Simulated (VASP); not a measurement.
## VASP 6.6.1 run: BeTe

INCAR

```
ISIF = 2
SIGMA = 0.02
ENCUT = 520
LREAL = .TRUE.
LCHARG = .FALSE.
NELM = 95
EDIFF = 1E-7
IBRION = -1
PREC = Accurate
NBANDS = 8
LWAVE = .FALSE.
LASPH = .TRUE.
NSW = 0
ISMEAR = -1
GGA = PE
```

KPOINTS

```
KPOINTS created by Atomic Simulation Environment
0
Gamma
8 8 8
0 0 0
```

POSCAR

```
Be Te
 1.0000000000000000
     0.0000000000000000    2.8286236223999999    2.8286236223999999
     2.7154786775000002    0.0000000000000000    2.8286236223999999
     2.7154786775000002    2.8286236223999999    0.0000000000000000
 Be  Te
   1   1
Cartesian
  0.0000000000000000  0.0000000000000000  0.0000000000000000
  1.3577393387499999  1.4143118111999997  1.4143118111999997
```

The recommended PBE PAW datasets give the neutral cell 8 valence electrons.

Command

```
mpirun -np 1 vasp_std
```

OSZICAR

```
N       E                     dE             d eps       ncg     rms          rms(c)
DAV:   1     0.202914017746E+02    0.20291E+02   -0.34082E+03   944   0.803E+02
DAV:   2    -0.708039881974E+01   -0.27372E+02   -0.26873E+02  1336   0.102E+02
DAV:   3    -0.774428927621E+01   -0.66389E+00   -0.66389E+00  1192   0.211E+01
DAV:   4    -0.774862213600E+01   -0.43329E-02   -0.43329E-02  1384   0.189E+00
DAV:   5    -0.774863206830E+01   -0.99323E-05   -0.99320E-05  1280   0.792E-02    0.432E+00
DAV:   6    -0.762864954421E+01    0.11998E+00   -0.17188E-01  1048   0.213E+00    0.259E+00
DAV:   7    -0.759360368049E+01    0.35046E-01   -0.12963E-01  1320   0.195E+00    0.522E-01
DAV:   8    -0.759405945212E+01   -0.45577E-03   -0.62638E-03  1024   0.561E-01    0.941E-02
DAV:   9    -0.759432504582E+01   -0.26559E-03   -0.38499E-04  1248   0.154E-01    0.241E-02
DAV:  10    -0.759435664286E+01   -0.31597E-04   -0.57577E-05  1080   0.459E-02    0.204E-02
DAV:  11    -0.759435951729E+01   -0.28744E-05   -0.27057E-06  1368   0.119E-02    0.120E-02
DAV:  12    -0.759436196893E+01   -0.24516E-05   -0.58879E-06  1024   0.184E-02    0.587E-03
DAV:  13    -0.759436201735E+01   -0.48421E-07   -0.39132E-08  1232   0.148E-03
   1 F= -.75943620E+01 E0= -.75943620E+01  d E =-.876601E-11
```

Standard output (part)

```
POSCAR found type information on POSCAR BeTe
 POSCAR found :  2 types and       2 ions
|     You have a (more or less) 'small supercell' and for smaller cells       |
|     it is recommended to use the reciprocal-space projection scheme!        |
|     The real-space optimization is not efficient for small cells and it     |
|     is also less accurate ...                                               |
|     Therefore, set LREAL=.FALSE. in the INCAR file.                         |
|     The real-space projection scheme for the treatment of the non-local     |
|     real-space optimization of all non-local projectors! BE WARNED that     |
|     a calculation using the real-space projection scheme together with      |
|     non-local projectors which were not real-space optimized (according     |
|     to the plane-wave cutoff used in this calculation) might give more      |
|     or less inaccurate results. I hope you know what you are doing.         |
 LDA part: xc-table for (Slater+PW92), standard interpolation
 POSCAR, INCAR and KPOINTS ok, starting setup
 WAVECAR not read
 entering main loop
```

From OUTCAR

```
k-points           NKPTS =     59   k-points in BZ     NKDIM =     59   number of bands    NBANDS=      8

   NELECT =       8.0000    total number of electrons

   dimension x,y,z NGX =    30 NGY =   30 NGZ =   30
   dimension x,y,z NGXF=    60 NGYF=   60 NGZF=   60

  energy-cutoff  :      520.00
  volume of cell :       43.45
      direct lattice vectors                 reciprocal lattice vectors
     0.000000000  2.828623622  2.828623622    -0.184129599  0.176764415  0.176764415
     2.715478678  0.000000000  2.828623622     0.184129599 -0.176764415  0.176764415
     2.715478678  2.828623622  0.000000000     0.184129599  0.176764415 -0.176764415

 k-points in reciprocal lattice and weights: KPOINTS created by Atomic Simulation Env
   0.00000000  0.00000000  0.00000000       0.002
   0.12500000 -0.00000000 -0.00000000       0.016
   0.25000000 -0.00000000 -0.00000000       0.016
   0.37500000 -0.00000000 -0.00000000       0.016
   0.50000000 -0.00000000 -0.00000000       0.008
   0.12500000  0.12500000  0.00000000       0.008
   0.25000000  0.12500000 -0.00000000       0.031
   0.37500000  0.12500000 -0.00000000       0.031
   ...

 E-fermi :   5.9273

 k-point     1 :       0.0000    0.0000    0.0000
  band No.  band energies     occupation
      1      -7.0716      2.00000
      2       5.3380      2.00000
      3       5.3380      2.00000
      4       5.5473      2.00000
      5       8.9473      0.00000
      6       9.0338      0.00000
      7       9.0338      0.00000
      8       9.4222      0.00000

 k-point     2 :       0.1250   -0.0000   -0.0000
  band No.  band energies     occupation
      1      -6.9177      2.00000
      2       4.0558      2.00000
      3       5.0705      2.00000
      4       5.2551      2.00000
      5       8.9680      0.00000
      6       9.3561      0.00000
      7       9.3829      0.00000
      8      10.6779      0.00000

 k-point     3 :       0.2500   -0.0000   -0.0000
  band No.  band energies     occupation
      1      -6.4916      2.00000
      2       1.9962      2.00000
      3       4.5755      2.00000
      4       4.8337      2.00000
      5       8.7513      0.00000
      6       9.8594      0.00000
      7       9.9553      0.00000
      8      12.5893      0.00000

 k-point     4 :       0.3750   -0.0000   -0.0000
  band No.  band energies     occupation
      1      -5.9442      2.00000
      2       0.3569      2.00000
      3       4.1957      2.00000
      4       4.5152      2.00000
      5       8.5676      0.00000
      6       9.9098      0.00000
      7      10.1828      0.00000
      8      13.2955      0.00000

 k-point     5 :       0.5000   -0.0000   -0.0000
  band No.  band energies     occupation
      1      -5.6550      2.00000
      2      -0.3078      2.00000
      3       4.0593      2.00000
      4       4.4017      2.00000
      5       8.5001      0.00000
      6       9.8535      0.00000
      7      10.1841      0.00000
      8      13.2345      0.00000

 k-point     6 :       0.1250    0.1250    0.0000
  band No.  band energies     occupation
      1      -6.8720      2.00000
      2       4.2364      2.00000
      3       4.6928      2.00000
      4       4.8404      2.00000
      5       8.6599      0.00000
      6       9.8233      0.00000
      7      10.1340      0.00000
      8      10.4028      0.00000

 ...

  Total        1.1164818      0.7258459      0.7258459     -0.0000000      0.0000000     -0.0000000
  in kB       41.1656988     26.7626004     26.7626004     -0.0000000      0.0000000     -0.0000000
  external PRESSURE =      31.5636332 kB  Pullay stress =       0.0000000 kB

 POSITION                                       TOTAL-FORCE (eV/Angst)
 -----------------------------------------------------------------------------------
      0.00000      0.00000      0.00000        -0.000000     -0.000000     -0.000000
      1.35774      1.41431      1.41431         0.000000      0.000000      0.000000
 -----------------------------------------------------------------------------------
    total drift:                                0.000000      0.000000      0.000000

  FREE ENERGIE OF THE ION-ELECTRON SYSTEM (eV)
  ---------------------------------------------------
  free  energy   TOTEN  =        -7.5943620173 eV

  energy  without entropy=       -7.5943620173  energy(sigma->0) =       -7.59436202
```

It converged. Results: gap between bands v and c on the k mesh 1.58 eV; least direct gap on the k mesh 3.40 eV; pressure 3.2 GPa. Band v is the last that the valence electrons fill when counted band by band, and c is the next.

For comparison, a separate PBE run of the intended cell, on usual settings and not on those above, gives a gap of 1.58 eV on its mesh and a pressure of 2.9 GPa.

The run above took about 36 s on one core of a shared host (Intel Xeon Platinum 8488C) and held 0.17 GiB at most.
